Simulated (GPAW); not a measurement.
## Al: single point with PBE

Al:

```
Al
1.0
    -0.02046    1.97065    2.04383
     2.00266    0.00997    2.01341
     2.05929    1.99687   -0.04667
Al
1
Direct
  0.00000 0.00000 0.00000
```

The cell isn't the ideal one: cell sheared at random, sigma 0.03, atoms nudged by 0.01 Å.

- Program: GPAW 26.7.0
- Task: single point
- Functional: PBE
- Potentials or basis: SG15 ONCV 1.2
- Cutoff: 1100 eV
- Basis: pw
- k mesh: 11 × 11 × 11
- Occupations: fermi-dirac, width 0.05 eV
- Spin: no spin polarisation

```
Pressure               : 0.1 GPa
Band gap on the k mesh : none (metal or under the smearing width)
```

Stress tensor (GPa, compression positive):
```
 0.05 -1.26  1.29
-1.26  0.64  0.69
 1.29  0.69 -0.43
```

Levels at points of the mesh, in eV from the Fermi level:
```tsv
k point	band 5	band 6	band 7	band 8
(0.00, 0.00, 0.00)	-11.19	11.88	12.90	13.16
```

Wall time 2.5 min on 1 thread of Arm Neoverse V2, with other jobs on the host, peak memory 0.4 GiB.
